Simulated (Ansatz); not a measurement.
The following input was run with Ansatz 0.2.0.

```yaml
crystal:
  lattice:
    - [0.0, 2.9611393783, 2.9611393783]
    - [2.9611393783, 0.0, 2.9611393783]
    - [2.9611393783, 2.9611393783, 0.0]
  atoms:
    - { symbol: In, position: [0.5, 0.5, 0.5] }
    - { symbol: Sb, position: [0.0, 0.0, 0.0] }
basis:
  ecutwfc: 420
kpoints:
  mp_grid: { grid: [12, 12, 12] }
hamiltonian:
  xc: pbesol
scf:
  occupations: { method: gaussian, width: 0.1 }
output:
  forces: true
  stress: true
  eigenvalues: true
```

Launched with
```bash
ansatz run input.yaml --threads 1 --pin off --max-ram 1331MiB --backend cpu --events-out ev --progress --plain --runs-dir out
```

Theory: DFT PBEsol, scalar-relativistic, plane waves, PAW (Ansatz).

From the run's log, abridged (iterations and final results):

```
SCF iter   1: F=—  HF=-11933.458580 eV  |F-HF|=—  |Δ(HF+E_count)|=         —  Δρ=4.01e-3  dr2=7.79e-3  ethr=1.77e-3  ⟨swp⟩=5.4  Hψ=6356  notcnv=0
SCF iter   2: F=—  HF=-11933.454576 eV  |F-HF|=—  |Δ(HF+E_count)|=   4.00e-3  Δρ=2.48e-3  dr2=3.63e-3  ethr=2.78e-5  ⟨swp⟩=2.0  Hψ=2152  notcnv=0
SCF iter   3: F=—  HF=-11933.453619 eV  |F-HF|=—  |Δ(HF+E_count)|=   9.57e-4  Δρ=9.68e-4  dr2=2.71e-4  ethr=1.30e-5  ⟨swp⟩=2.0  Hψ=2299  notcnv=0
SCF iter   4: F=—  HF=-11933.453558 eV  |F-HF|=—  |Δ(HF+E_count)|=   6.05e-5  Δρ=5.14e-4  dr2=1.57e-4  ethr=9.67e-7  ⟨swp⟩=2.0  Hψ=2301  notcnv=0
SCF iter   5: F=—  HF=-11933.453511 eV  |F-HF|=—  |Δ(HF+E_count)|=   4.79e-5  Δρ=3.00e-4  dr2=4.90e-5  ethr=5.62e-7  ⟨swp⟩=2.0  Hψ=2298  notcnv=0
SCF iter   6: F=—  HF=-11933.453493 eV  |F-HF|=—  |Δ(HF+E_count)|=   1.75e-5  Δρ=4.77e-5  dr2=1.57e-6  ethr=1.75e-7  ⟨swp⟩=2.0  Hψ=2299  notcnv=0
SCF iter   7: F=-11933.453493 eV  HF=-11933.453493 eV  |F-HF|=2.82e-8  |Δ(HF+E_count)|=   4.00e-7  Δρ=8.40e-6  dr2=4.28e-8  ethr=3.57e-10  ⟨swp⟩=4.7  Hψ=6690  notcnv=0
SCF 1 converged in 7 iterations: F = -11933.453493 eV  dr2 = 4.28e-8
SCF converged after 7 iterations
Free energy (F): -11933.453493 eV
Harris-Foulkes:  -11933.453493 eV  (|F-HF|=2.82e-8)
Internal energy: -11933.445377 eV  (E = F + TS)
E sigma→0 (E₀):  -11933.449435 eV
Entropy (-TS):   -0.008115 eV (-4.058 meV/atom)
Fermi energy:    10.744979 eV
--- Per-component energies (eV) ---
  E_band       = -166.916219
  E_kinetic    = 452.393384
  E_local      = -2583.845673  (includes V_loc(G=0)·N_el)
  E_nonlocal   = 732.506698
  E_hartree    = 1113.301636
  E_xc         = -352.291691
  E_vxc        = -198.238508  (∫ρ·V_xc dr)
  E_paw        = -8583.285397  (= ΣΔE_a)
  E_vpaw       = -796.347695  (= ΣTr[D̂ρ^β])
  E_aug_tail   = 0.000024  (compensation charges beyond the density's cutoff)
  E_ewald      = -2712.792117
  E_core_change = 0.567760  (= ΣΔE_core)
  E_smearing   = -0.008115  (= −TS)
--- Forces (eV/Å), atoms counted from 1 ---
  atom   1  In     0.00000000     0.00000000     0.00000000
  atom   2  Sb     0.00000000     0.00000000     0.00000000
--- Stress (GPa, compression-positive) ---
        3.699584       0.000000       0.000000
        0.000000       3.699584       0.000000
        0.000000       0.000000       3.699584
  P = ⅓ Tr σ = 3.6996 GPa (36.996 kbar)
--- Band table (eV; the first three rows and the last of 72) ---
  k-point 0: bands = ["-17.8955", "-17.8955", "-17.8767", "-17.8767", "-17.8767", "-3.6997", "-3.6997", "-3.6675", "-3.6675", "-3.6675", "-0.9211", "10.7056", "10.7056", "10.7056", "11.0545", "17.0652", "17.0652", "17.0652"]
  k-point 1: bands = ["-17.8953", "-17.8953", "-17.8765", "-17.8764", "-17.8764", "-3.7031", "-3.7031", "-3.6678", "-3.6654", "-3.6654", "-0.8376", "9.4532", "10.7150", "10.7150", "12.1186", "16.4203", "16.6140", "16.6140"]
  k-point 2: bands = ["-17.8948", "-17.8948", "-17.8761", "-17.8754", "-17.8754", "-3.7131", "-3.7131", "-3.6689", "-3.6589", "-3.6589", "-0.5892", "7.9953", "10.7512", "10.7512", "12.9299", "15.6935", "15.6935", "15.8242"]
  k-point 71: bands = ["-17.8967", "-17.8916", "-17.8735", "-17.8735", "-17.8675", "-3.8540", "-3.7201", "-3.6552", "-3.6552", "-3.6047", "2.2639", "5.5151", "6.7609", "6.7609", "13.0652", "14.3256", "17.0992", "17.0992"]
```

The run converged.